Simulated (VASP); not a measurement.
# GeSe (Pnma) in VASP: notebook, part 2 of 2

VASP 6.6.1. Earlier steps stand in the parts before.

## 4. Relaxation of cell and atoms, rev-vdW-DF2

Input file INCAR:

```
SYSTEM = GeSe
PREC = Accurate
ENCUT = 600
EDIFF = 1E-7
ISMEAR = 0
SIGMA = 0.03
LREAL = .False.
LASPH = .True.
NELM = 80
ALGO = Normal
ISIF = 3
LWAVE = .False.
LCHARG = .False.
GGA = MK
LUSE_VDW = .True.
AGGAC = 0.0
PARAM1 = 0.1234
PARAM2 = 0.711357
ZAB_VDW = -1.8867
IBRION = 2
NSW = 90
EDIFFG = -0.005
KPAR = 2
```

Input file KPOINTS:

```
Automatic mesh
0
Gamma
  4 8 6
  0 0 0
```

Input file POSCAR:

```
GeSe                                    
1.0
   11.0012269828      0.0000000000      0.0000000000
    0.0000000000      3.8864098220      0.0000000000
    0.0000000000      0.0000000000      4.3935344968
  Ge              Se            
     4     4
Direct
     0.1236324356964204    0.7500000000000000    0.8909371021697852
     0.6236324356964201    0.7500000000000000    0.6090628978302148
     0.3763675643035796    0.2500000000000000    0.3909371021697849
     0.8763675643035799    0.2500000000000000    0.1090628978302150
     0.8549102197535956    0.7500000000000000    0.5022974104036307
     0.3549102197535958    0.7500000000000000    0.9977025895963694
     0.6450897802464044    0.2500000000000000    0.0022974104036308
     0.1450897802464042    0.2500000000000000    0.4977025895963692
```

Potentials or basis: VASP PAW PBE potentials, release 64 (Ge_d, Se).

The run is started by

```console
cat potpaw_PBE.64/Ge_d/POTCAR potpaw_PBE.64/Se/POTCAR > POTCAR
mpirun -np 2 vasp_std > vasp.out
```

OUTCAR:

```text
SYSTEM = GeSe
   PREC = Accurate
   ENCUT = 600
   EDIFF = 1E-7
   ISMEAR = 0
   LREAL = .False.
   LASPH = .True.
   NELM = 80
   ISIF = 3
   GGA = MK
   IBRION = 2
   NSW = 90
   EDIFFG = -0.005

 ion  position               nearest neighbor table
   1  0.124  0.750  0.891-   6 2.59   8 2.61   8 2.61
   2  0.624  0.750  0.609-   5 2.59   7 2.61   7 2.61
   3  0.376  0.250  0.391-   8 2.59   6 2.61   6 2.61
   4  0.876  0.250  0.109-   7 2.59   5 2.61   5 2.61
   5  0.855  0.750  0.502-   2 2.59   4 2.61   4 2.61
   6  0.355  0.750  0.998-   1 2.59   3 2.61   3 2.61
   7  0.645  0.250  0.002-   4 2.59   2 2.61   2 2.61
   8  0.145  0.250  0.498-   3 2.59   1 2.61   1 2.61

  LATTYP: Found a simple orthorhombic cell.
 ALAT       =     3.8864098220
 B/A-ratio  =     1.1304866697
 C/A-ratio  =     2.8306914316

  Lattice vectors:

[... 418 lines left out ...]

 number of electron      80.0000055 magnetization

 Free energy of the ion-electron system (eV)
  ---------------------------------------------------
  ext. energy  EPLUGINS =         0.00000000
  ---------------------------------------------------
  free energy    TOTEN  =       -16.69971087 eV

  energy without entropy =      -16.69971087  energy(sigma->0) =      -16.69971087

 E-fermi :   4.2366     XC(G=0):  -9.8951

 val. band max:        4.0638798944   @ k =   0.0000   0.0000   0.3333
 cond. band min:       4.7031394271   @ k =   0.0000   0.0000   0.0000
 fundamental gap:      0.6392595327
 Fermi energy:         4.2365655292

 k-point     1 :       0.0000    0.0000    0.0000
  band No.  band energies     occupation
      1     -20.5466      2.00000
      2     -20.5446      2.00000
      3     -20.5439      2.00000
      4     -20.5428      2.00000
      5     -20.5426      2.00000
      6     -20.5424      2.00000
[... 1213 lines left out ...]
     47       7.5910      0.00000
     48       7.5910      0.00000

 [... further k-points ...]
[... 5 lines left out ...]
  --------------------------------------------------------------------------------------
  -------------------------------------------------------------------------------------
  Total        0.0152213      0.0379752      0.0058132      0.0000000      0.0000000      0.0000000
  in kB        0.1300074      0.3243512      0.0496512      0.0000000      0.0000000      0.0000000
  external PRESSURE =       0.1680033 kB  Pullay stress =       0.0000000 kB
[... 27 lines left out ...]
  energy  without entropy=      -16.6997108666  energy(sigma->0) =      -16.69971087

Total vdW correction in eV:     13.3731231

 reached required accuracy - stopping structural energy minimisation
```

OSZICAR:

```text
N       E                     dE             d eps       ncg     rms          rms(c)
DAV:   1     0.999510119690E+03    0.99951E+03   -0.39400E+04  7384   0.382E+03
DAV:   2     0.181524826773E+03   -0.81799E+03   -0.78624E+03  5760   0.110E+03
DAV:   3    -0.820558055399E+00   -0.18235E+03   -0.17480E+03  6576   0.248E+02
DAV:   4    -0.165912852844E+02   -0.15771E+02   -0.15453E+02  7000   0.780E+01
[... 149 lines left out ...]
DAV:   2    -0.166997239322E+02    0.29773E-04   -0.77930E-05  7376   0.109E-01    0.219E-02
DAV:   3    -0.166997114120E+02    0.12520E-04   -0.32076E-05  7416   0.574E-02    0.471E-03
DAV:   4    -0.166997110033E+02    0.40871E-06   -0.66935E-06  6528   0.283E-02    0.234E-03
DAV:   5    -0.166997108695E+02    0.13383E-06   -0.26002E-07  4288   0.507E-03    0.736E-04
DAV:   6    -0.166997108666E+02    0.28940E-08   -0.89427E-08  3168   0.300E-03
  19 F= -.16699711E+02 E0= -.16699711E+02  d E =-.508357E-05
```

Wall time 41 min (2 MPI ranks of Intel Xeon 6975P-C (Granite Rapids), shared host); peak memory 1.2 GiB.

What came out:

| Item | Value |
| --- | --- |
| Free energy | -16.6997 eV |
| Relaxed volume | 23.45 Å³/atom |
| Relaxed cell | a = 10.996 Å, b = 3.890 Å, c = 4.386 Å, α = 90.00°, β = 90.00°, γ = 90.00° |
| Space group after relaxing (to 0.05 Å) | Pnma (No. 62) |
| Energy gained by relaxing | 0.0 meV/atom |
| Ionic steps | 19 |
| Pressure after relaxing | 0.0 GPa |
| Largest force after relaxing | 0.004 eV/Å |
| Band gap on the k mesh | 0.64 eV, indirect (least direct gap 0.88 eV) |

Forces on the atoms (eV/Å):
```
Ge  -0.002  0.000 -0.004
Ge  -0.002  0.000  0.004
Ge   0.002  0.000 -0.004
Ge   0.002  0.000  0.004
Se   0.001  0.000  0.001
Se   0.001  0.000 -0.001
Se  -0.001  0.000  0.001
Se  -0.001  0.000 -0.001
```

The path:
| step | energy change (eV) | largest force (eV/Å) | pressure (GPa) | volume (Å³) |
| --- | --- | --- | --- | --- |
| 1 | 0.0000 | 0.0085 | -0.02 | 187.85 |
| 2 | -0.0001 | 0.0071 | 0.00 | 187.77 |
| 3 | -0.0001 | 0.0086 | 0.02 | 187.72 |
| 4 | -0.0001 | 0.0073 | 0.00 | 187.76 |
| 5 | -0.0001 | 0.0070 | -0.02 | 187.80 |
| 6 | -0.0002 | 0.0082 | -0.07 | 187.87 |
| 7 | -0.0002 | 0.0072 | -0.03 | 187.82 |
| 8 | -0.0002 | 0.0086 | -0.02 | 187.71 |
| 9 | -0.0002 | 0.0119 | 0.02 | 187.48 |
| 10 | -0.0003 | 0.0094 | 0.03 | 187.45 |
| 11 | -0.0003 | 0.0046 | 0.03 | 187.38 |
| 12 | -0.0003 | 0.0043 | 0.02 | 187.36 |
| 13 | -0.0003 | 0.0065 | 0.00 | 187.43 |
| 14 | -0.0003 | 0.0095 | -0.02 | 187.51 |
| 15 | -0.0003 | 0.0086 | -0.03 | 187.52 |
| 16 | -0.0004 | 0.0059 | 0.00 | 187.53 |
| 17 | -0.0004 | 0.0044 | 0.04 | 187.55 |
| 18 | -0.0004 | 0.0040 | 0.04 | 187.54 |
| 19 | -0.0004 | 0.0039 | 0.02 | 187.58 |

Final structure:
```
Ge Se
1.0
    10.99563    0.00000    0.00000
     0.00000    3.88979    0.00000
     0.00000    0.00000    4.38580
Ge Se
4 4
Direct
  0.12348 0.75000 0.88928
  0.62348 0.75000 0.61072
  0.37652 0.25000 0.38928
  0.87652 0.25000 0.11072
  0.85493 0.75000 0.50429
  0.35493 0.75000 0.99571
  0.64507 0.25000 0.00429
  0.14507 0.25000 0.49571
```

Caveat: the PAW data sets were made with another functional, which shifts forces and pressure a little. A k mesh can miss the band edges.

## 5. Relaxation of cell and atoms, PBE

This run uses another cell than the first one, of 22.57 Å³/atom, 0.959 times its volume.

Input file INCAR:

```
ALGO = Normal ; EDIFF = 1E-6
EDIFFG = -0.01 ; ENCUT = 600
GGA = PE ; IBRION = 2
ISIF = 3 ; ISMEAR = 0
KPAR = 2 ; LASPH = True
LCHARG = False ; LREAL = False
LWAVE = False ; NELM = 80
NSW = 90 ; PREC = Accurate
SIGMA = 0.03
```

Input file KPOINTS:

```
k-points
0
Gamma
  4 8 6
```

Input file POSCAR:

```
GeSe
1.0
   10.7900000000      0.0000000000      0.0000000000
    0.0000000000      3.8200000000      0.0000000000
    0.0000000000      0.0000000000      4.3800000000
Ge Se
4 4
Direct
    0.1210000000      0.7500000000      0.8940000000
    0.6210000000      0.7500000000      0.6060000000
    0.3790000000      0.2500000000      0.3940000000
    0.8790000000      0.2500000000      0.1060000000
    0.8520000000      0.7500000000      0.4970000000
    0.3520000000      0.7500000000      0.0030000000
    0.6480000000      0.2500000000      0.9970000000
    0.1480000000      0.2500000000      0.5030000000
```

The run is started by

```console
cat potpaw_PBE.64/Ge_d/POTCAR potpaw_PBE.64/Se/POTCAR > POTCAR
mpirun -np 2 vasp_std > vasp.out
```

It took 36 min on 2 MPI ranks of Intel Xeon 6975P-C (Granite Rapids), shared host; peak memory 0.66 GiB.

Results (log left out):

| Property | Result |
| --- | --- |
| Free energy | -33.8782 eV |
| Relaxed volume | 24.51 Å³/atom |
| Relaxed cell | a = 11.181 Å, b = 3.889 Å, c = 4.509 Å, α = 90.00°, β = 90.00°, γ = 90.00° |
| Space group after relaxing (to 0.05 Å) | Pnma (No. 62) |
| Energy gained by relaxing | 15.9 meV/atom |
| Ionic steps | 30 |
| Pressure after relaxing | 0.0 GPa |
| Largest force after relaxing | 0.009 eV/Å |
| Band gap on the k mesh | 0.84 eV, indirect (least direct gap 0.94 eV) |

Forces on the atoms (eV/Å):
```
Ge   0.006  0.000 -0.007
Ge   0.006  0.000  0.007
Ge  -0.006  0.000 -0.007
Ge  -0.006  0.000  0.007
Se   0.002  0.000 -0.001
Se   0.002  0.000  0.001
Se  -0.002  0.000 -0.001
Se  -0.002  0.000  0.001
```

Step by step:
```tsv
step	energy change (eV)	largest force (eV/Å)	pressure (GPa)	volume (Å³)
1	0.0000	0.2660	3.26	180.53
2	-0.0827	0.3201	-0.96	192.80
3	-0.0960	0.1890	0.11	189.32
4	-0.1042	0.1494	0.13	190.16
5	-0.1140	0.0645	0.12	192.70
6	-0.1183	0.0455	-0.02	194.06
7	-0.1204	0.0409	-0.20	195.93
8	-0.1238	0.0184	-0.10	196.10
9	-0.1256	0.0269	0.06	196.28
10	-0.1257	0.0318	0.14	196.34
11	-0.1260	0.0151	-0.02	197.06
12	-0.1260	0.0160	0.01	196.93
13	-0.1260	0.0154	-0.06	197.00
14	-0.1260	0.0156	0.00	196.96
15	-0.1260	0.0155	-0.04	196.97
16	-0.1261	0.0155	0.04	196.79
17	-0.1261	0.0156	0.01	196.79
18	-0.1262	0.0127	0.00	196.79
19	-0.1263	0.0142	-0.03	196.79
20	-0.1263	0.0320	-0.10	196.78
21	-0.1264	0.0258	-0.07	196.78
22	-0.1264	0.0249	-0.04	196.76
23	-0.1264	0.0245	-0.05	196.70
24	-0.1265	0.0233	-0.02	196.58
25	-0.1267	0.0209	-0.01	196.34
26	-0.1268	0.0161	0.04	195.85
27	-0.1269	0.0153	0.05	195.88
28	-0.1270	0.0132	0.02	195.98
29	-0.1270	0.0126	0.01	196.02
30	-0.1271	0.0092	0.03	196.07
```

Final structure:
```
Ge Se
1.0
    11.18106    0.00000    0.00000
     0.00000    3.88934    0.00000
     0.00000    0.00000    4.50868
Ge Se
4 4
Direct
  0.12626 0.75000 0.88310
  0.62626 0.75000 0.61690
  0.37374 0.25000 0.38310
  0.87374 0.25000 0.11690
  0.85274 0.75000 0.49919
  0.35274 0.75000 0.00081
  0.64726 0.25000 0.99919
  0.14726 0.25000 0.50081
```

Levels at points of the mesh, in eV from the valence-band top:
```
           k point  band 37  band 38  band 39  band 40  band 41  band 42  band 43  band 44
(0.00, 0.00, 0.00)    -1.32    -1.01    -0.72    -0.10     0.84     2.66     2.66     2.67
(0.50, 0.00, 0.00)    -1.56    -1.56    -0.36    -0.36     2.31     2.31     2.45     2.45
(0.00, 0.50, 0.00)    -1.37    -1.37    -1.14    -1.14     1.14     1.14     1.36     1.36
(0.50, 0.50, 0.00)    -1.44    -1.44    -1.44    -1.44     1.53     1.53     1.53     1.53
(0.00, 0.00, 0.50)    -0.89    -0.89    -0.37    -0.37     1.33     1.33     1.98     1.98
(0.50, 0.00, 0.50)    -0.56    -0.56    -0.48    -0.48     1.37     1.37     1.93     1.93
(0.00, 0.50, 0.50)    -1.96    -1.96    -1.36    -1.36     2.87     2.87     3.23     3.23
(0.50, 0.50, 0.50)    -1.38    -1.38    -1.38    -1.38     2.67     2.67     2.67     2.67
```

## 6. Relaxation of cell and atoms, PBE

This run uses another cell than the first one, of 24.51 Å³/atom, 1.042 times its volume.

Changes to INCAR since step 5:

```diff
@@ -1,3 +1,3 @@
-ALGO = Normal ; EDIFF = 1E-6
-EDIFFG = -0.01 ; ENCUT = 600
+ALGO = Normal ; EDIFF = 1E-7
+EDIFFG = -0.005 ; ENCUT = 600
 GGA = PE ; IBRION = 2
```

KPOINTS is that of step 5.

Input file POSCAR:

```
GeSe                                    
1.0
   11.1810604035      0.0000000000      0.0000000000
    0.0000000000      3.8893381181     -0.0000000000
    0.0000000000      0.0000000000      4.5086797966
  Ge              Se            
     4     4
Direct
     0.1262647302566407    0.7500000000000000    0.8830985544533143
     0.6262647302566408    0.7500000000000000    0.6169014455466857
     0.3737352697433594    0.2500000000000000    0.3830985544533141
     0.8737352697433592    0.2500000000000000    0.1169014455466859
     0.8527383792237330    0.7500000000000000    0.4991936751724357
     0.3527383792237332    0.7500000000000000    0.0008063248275643
     0.6472616207762670    0.2500000000000000    0.9991936751724357
     0.1472616207762669    0.2500000000000000    0.5008063248275643
```

Potentials or basis: VASP PAW PBE potentials, release 64 (Ge_d, Se).

The run is started by

```console
cat potpaw_PBE.64/Ge_d/POTCAR potpaw_PBE.64/Se/POTCAR > POTCAR
mpirun -np 2 vasp_std > vasp.out
```

Wall time 6.1 min (2 MPI ranks of Intel Xeon 6975P-C (Granite Rapids), shared host); peak memory 0.69 GiB.

The run converged. Its results:

```
Free energy                            : -33.8791 eV
Relaxed volume                         : 24.56 Å³/atom
Relaxed cell                           : a = 11.185 Å, b = 3.884 Å, c = 4.523 Å, α = 90.00°, β = 90.00°, γ = 90.00°
Space group after relaxing (to 0.05 Å) : Pnma (No. 62)
Energy gained by relaxing              : 0.0 meV/atom
Ionic steps                            : 4
Pressure after relaxing                : 0.0 GPa
Largest force after relaxing           : 0.004 eV/Å
Band gap on the k mesh                 : 0.86 eV, indirect (least direct gap 0.95 eV)
```

Forces in eV/Å, atoms in the order of the input:
```
Ge   0.000  0.000 -0.003
Ge   0.000  0.000  0.003
Ge   0.000  0.000 -0.003
Ge   0.000  0.000  0.003
Se  -0.003  0.000  0.003
Se  -0.003  0.000 -0.003
Se   0.003  0.000  0.003
Se   0.003  0.000 -0.003
```

The path:
| step | energy change (eV) | largest force (eV/Å) | pressure (GPa) | volume (Å³) |
| --- | --- | --- | --- | --- |
| 1 | 0.0000 | 0.0096 | 0.01 | 196.07 |
| 2 | 0.0000 | 0.0086 | 0.01 | 196.11 |
| 3 | -0.0001 | 0.0067 | 0.02 | 196.22 |
| 4 | -0.0002 | 0.0040 | 0.02 | 196.45 |

Final structure:
```cif
data_structure
_symmetry_space_group_name_H-M 'P 1'
_symmetry_Int_Tables_number 1
_cell_length_a 11.1848
_cell_length_b 3.8838
_cell_length_c 4.5225
_cell_angle_alpha 90.000
_cell_angle_beta 90.000
_cell_angle_gamma 90.000
_cell_volume 196.45
loop_
_atom_site_label
_atom_site_type_symbol
_atom_site_fract_x
_atom_site_fract_y
_atom_site_fract_z
_atom_site_occupancy
Ge1 Ge 0.12651 0.75000 0.88227 1
Ge2 Ge 0.62651 0.75000 0.61773 1
Ge3 Ge 0.37349 0.25000 0.38227 1
Ge4 Ge 0.87349 0.25000 0.11773 1
Se1 Se 0.85282 0.75000 0.49907 1
Se2 Se 0.35282 0.75000 0.00093 1
Se3 Se 0.64718 0.25000 0.99907 1
Se4 Se 0.14718 0.25000 0.50093 1
```

Levels at points of the mesh, in eV from the valence-band top:
```
           k point  band 38  band 39  band 40  band 41  band 42  band 43
(0.00, 0.00, 0.00)    -0.99    -0.73    -0.09     0.86     2.66     2.66
(0.50, 0.00, 0.00)    -1.55    -0.36    -0.36     2.31     2.31     2.46
(0.00, 0.50, 0.00)    -1.38    -1.14    -1.14     1.13     1.13     1.37
(0.50, 0.50, 0.00)    -1.45    -1.45    -1.45     1.53     1.53     1.53
(0.00, 0.00, 0.50)    -0.88    -0.36    -0.36     1.34     1.34     1.98
(0.50, 0.00, 0.50)    -0.56    -0.47    -0.47     1.38     1.38     1.94
(0.00, 0.50, 0.50)    -1.95    -1.35    -1.35     2.87     2.87     3.23
(0.50, 0.50, 0.50)    -1.37    -1.37    -1.37     2.67     2.67     2.67
```

A k mesh can miss the band edges.

## 7. The runs side by side

```csv
level,gap on the mesh (eV),pressure (GPa),relaxed volume (Å³/atom)
PBE+D3(BJ),0.71,0.0,23.52
rev-vdW-DF2,0.64,0.0,23.45
PBE,0.86,0.0,24.56
```

Alike in all rows: task relaxation of cell and atoms; potentials or basis VASP PAW PBE potentials, release 64 (Ge_d, Se); no spin polarisation; cell relaxed; k mesh 4 × 8 × 6; cutoff (eV) 600; smearing gaussian 0.03 eV.

Caveats: the PAW data sets were made with another functional, which shifts forces and pressure a little (some runs).

Total energies depend on the potentials used, so only differences within one code and one set of settings carry meaning.
